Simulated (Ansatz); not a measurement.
# SrO: the cost of one run

Method: DFT r2SCAN, scalar-relativistic, plane waves, PAW, in Ansatz 0.2.0.

1 further run of the same task is left out (it didn't finish).

## Step 1: The system as given

It takes space group Fm-3m (No. 225, cubic). Conventional cell: a = 5.133 Å, b = 5.133 Å, c = 5.133 Å, α = 90.00°, β = 90.00°, γ = 90.00°. Sr (site symmetry m-3m) has 6 O at 2.57 Å as nearest neighbours. Around O (site symmetry m-3m) lie 6 Sr at 2.57 Å.

Structure file:

```cif
data_structure
_symmetry_space_group_name_H-M 'P 1'
_symmetry_Int_Tables_number 1
_cell_length_a 3.6293
_cell_length_b 3.6293
_cell_length_c 8.8899
_cell_angle_alpha 90.000
_cell_angle_beta 90.000
_cell_angle_gamma 120.000
_cell_volume 101.41
loop_
_atom_site_label
_atom_site_type_symbol
_atom_site_fract_x
_atom_site_fract_y
_atom_site_fract_z
_atom_site_occupancy
Sr1 Sr 0.00000 0.00000 0.00000 1
O1 O 0.66667 0.33333 0.16667 1
Sr2 Sr 0.33333 0.66667 0.33333 1
O2 O 0.00000 0.00000 0.50000 1
Sr3 Sr 0.66667 0.33333 0.66667 1
O3 O 0.33333 0.66667 0.83333 1
```

This is a trial structure built by rule; it need not be a known or stable form of this composition.

(A quick probe on a coarse mesh, which set the mesh and smearing, is not shown.)

## Step 3: Relaxing cell and atoms

input.yaml

```yaml
crystal:
  lattice:
    - [3.629296, 0.0, 0.0]
    - [-1.814648, 3.143063, 0.0]
    - [0.0, 0.0, 8.889924]
  atoms:
    - { symbol: Sr, position: [0.0, 0.0, 0.0] }
    - { symbol: O, position: [0.66666667, 0.33333333, 0.16666667] }
    - { symbol: Sr, position: [0.33333333, 0.66666667, 0.33333333] }
    - { symbol: O, position: [0.0, 0.0, 0.5] }
    - { symbol: Sr, position: [0.66666667, 0.33333333, 0.66666667] }
    - { symbol: O, position: [0.33333333, 0.66666667, 0.83333333] }
basis:
  ecutwfc: 500
kpoints:
  mp_grid: { grid: [6, 6, 4] }
hamiltonian:
  xc: r2scan
scf:
  occupations: { method: gaussian, width: 0.02 }
output:
  forces: true
  stress: true
  eigenvalues: true
  write_density: true
  write_potential: true
  elf: true
  volumetric_format: npy
relax:
  adjacent_minimum: "off"
  f_tol: 0.005
  max_steps: 80
  cell: { stress_tol: 0.05 }
```

Command:

```
ansatz run input.yaml --threads 1 --pin off --max-ram 2560MiB --backend cpu --events-out ev --progress --plain --runs-dir out
```

**Question.** How long does this run take on 1 thread of Intel Xeon 6975P-C (Granite Rapids), shared host, and how much memory does it need?

About 24 s, with a peak of 0.67 GiB.
